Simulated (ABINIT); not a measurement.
The system is Pt.

```
Pt
1.0
     0.00000    1.96090    1.96090
     1.96090    0.00000    1.96090
     1.96090    1.96090    0.00000
Pt
1
Direct
  0.00000 0.00000 0.00000
```

Base run:

- Program: ABINIT 10.8.3 (patched build)
- Functional: SOGGA
- Potentials or basis: JTH PAW PBE v2.0
- Cutoff: 435 eV
- k mesh: 12 × 12 × 12
- Occupations: fermi-dirac, width 0.05 eV
- Spin: spin-orbit coupling, no magnetisation

Its results: band gap on the k mesh none (metal or under the smearing width); pressure -2.5 GPa.

The run is repeated on the same cell with these changes: functional from SOGGA to AM05. What comes out?

Band gap on the k mesh none (metal or under the smearing width); pressure -1.2 GPa.

Caveats: the PAW data sets were made with another functional, which shifts forces and pressure a little.
